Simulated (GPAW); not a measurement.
BaTiO3:

```
Ba Ti O
1.0
     3.99980    0.00000    0.00000
     0.00000    3.99980    0.00000
     0.00000    0.00000    4.01800
Ba Ti O
1 1 3
Direct
  0.00000 0.00000 0.00000
  0.50000 0.50000 0.49000
  0.00000 0.50000 0.51700
  0.50000 0.00000 0.51700
  0.50000 0.50000 0.01900
```

* Program: GPAW 26.7.0
* Task: relaxation of cell and atoms
* Functional: RPBE
* Dispersion: D3(BJ)
* Potentials or basis: the program's PAW data sets (release 1.2.1) made for this functional
* Cutoff: 800 eV
* Basis: pw
* k mesh: 4 × 4 × 4
* Occupations: fermi-dirac, width 0.05 eV
* Spin: no spin polarisation

At the start: pressure -17.8 GPa; volume 12.86 Å³/atom.

Problem. Where does the relaxation end?

Solution. Over 14 steps the energy falls by 74.5 meV/atom and the volume is 11.62 Å³/atom (-9.6 %); space group Pm-3m (No. 221, to 0.05 Å).

The path:
| step | energy change (eV) | largest force (eV/Å) | pressure (GPa) | volume (Å³) |
| --- | --- | --- | --- | --- |
| 1 | 0.0000 | 0.2102 | -17.76 | 64.28 |
| 2 | -0.0819 | 0.0877 | -15.91 | 63.50 |
| 3 | -0.3392 | 0.8928 | 1.99 | 57.93 |
| 4 | -0.3548 | 0.5224 | -0.46 | 58.44 |
| 5 | -0.3634 | 0.2133 | -0.70 | 58.39 |
| 6 | -0.3668 | 0.0955 | -0.10 | 58.17 |
| 7 | -0.3676 | 0.0978 | 0.12 | 58.09 |
| 8 | -0.3691 | 0.1032 | 0.32 | 58.01 |
| 9 | -0.3708 | 0.1096 | 0.34 | 57.99 |
| 10 | -0.3721 | 0.0710 | 0.15 | 58.04 |
| 11 | -0.3724 | 0.0733 | -0.02 | 58.08 |
| 12 | -0.3726 | 0.0528 | -0.10 | 58.10 |
| 13 | -0.3727 | 0.0228 | -0.09 | 58.10 |
| 14 | -0.3727 | 0.0142 | -0.03 | 58.08 |

Final structure:
```
Ba Ti O
1.0
     3.87241    0.00000    0.00000
     0.00000    3.87241    0.00000
     0.00000    0.00000    3.87329
Ba Ti O
1 1 3
Direct
  0.00000 0.00000 0.00871
  0.50000 0.50000 0.50861
  0.00000 0.50000 0.50853
  0.50000 0.00000 0.50853
  0.50000 0.50000 0.00884
```

Caveat: the k mesh is coarse; later steps reuse the first step's grids.
